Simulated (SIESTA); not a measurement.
FeO (Wuestite): single point with PBEsol

Crystal: FeO (Wuestite).

```
CELL_PARAMETERS angstrom
0.00000 2.15540 2.15540
2.15540 0.00000 2.15540
2.15540 2.15540 0.00000
ATOMIC_POSITIONS crystal
Fe 0.00000 0.00000 0.00000
O 0.50000 0.50000 0.50000
```

```json
{
  "Program": "SIESTA 5.4.2",
  "Task": "single point",
  "Functional": "PBEsol",
  "Potentials or basis": "PseudoDojo 0.4 standard (PBEsol files)",
  "Basis": "DZP (energy shift 0.003 Ry; two zetas on semicore shells)",
  "Grid cutoff": "800 Ry",
  "Energy shift": "0.003 Ry",
  "k mesh": "11 × 11 × 11",
  "Occupations": "fermi-dirac, width 0.05 eV",
  "Spin": "collinear spin, ferromagnetic start",
  "Starting moments": "[3.0, 0.0] μB"
}
```

The pressure is -7.8 GPa, the band gap on the k mesh is none (metal or under the smearing width) and the net moment is 4.00 μB per cell. The site moments are Fe +3.68; O +0.32 μB and the hirshfeld charges are Fe +0.28; O -0.28 e. The voronoi charges are Fe +0.35; O -0.35 e.

Levels at points of the mesh, in eV from the Fermi level:
Spin up:
| k point | band 9 | band 10 | band 11 | band 12 | band 13 | band 14 | band 15 | band 16 | band 17 | band 18 |
| --- | --- | --- | --- | --- | --- | --- | --- | --- | --- | --- |
| (0.00, 0.00, 0.00) | -3.95 | -3.95 | -3.95 | -3.86 | -3.86 | -0.10 | 17.96 | 17.96 | 17.96 | 21.56 |
Spin down:
| k point | band 5 | band 6 | band 7 | band 8 | band 9 | band 10 | band 11 | band 12 | band 13 | band 14 |
| --- | --- | --- | --- | --- | --- | --- | --- | --- | --- | --- |
| (0.00, 0.00, 0.00) | -20.23 | -3.35 | -3.35 | -3.35 | -0.75 | -0.75 | -0.75 | 0.12 | 0.12 | 0.66 |

It took 83 s on 1 thread of Arm Neoverse V2, on a shared host, peak memory 0.25 GiB.

The gap isn't set beside the measured one, since this odd mesh misses points on the zone boundary.

Caveat: Mulliken charges of long-ranged orbitals can have an unphysical sign; short orbitals over semicore shells can move pressures by several GPa; the basis of atomic orbitals isn't converged, which shifts pressures, moduli and gaps; a cell with one magnetic atom can't hold antiferromagnetic order, which such compounds often take; semilocal functionals often make such compounds metallic where correlation or magnetic order opens a gap, which also shifts bond lengths.
